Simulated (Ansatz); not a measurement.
```yaml
crystal:
  lattice:
    - [0.00000, 2.71835, 2.71835]
    - [2.71835, 0.00000, 2.71835]
    - [2.71835, 2.71835, 0.00000]
  atoms:
    - { symbol: Ag, position: [0.00000, 0.00000, 0.00000] }
    - { symbol: Cl, position: [0.50000, 0.50000, 0.50000] }
```

PBE in Ansatz, hard PAW set made for 700 eV, wave cutoff 700 eV, 4×4×4 mesh, fixed fractional positions. The pressure is 5.3 GPa and the gap on the mesh 0.90 eV.

The cell is scaled evenly to 1.128 times its volume. What pressure and gap follow, and what mean bulk modulus do the two pressures imply?

-0.9 GPa, gap 0.93 eV; B = −ΔP/Δln V ≈ 51 GPa over this range.

The cell is a model at fixed atoms and needn't be the relaxed known crystal. Spin-orbit coupling is left out. The mesh is coarse, so these values aren't converged.
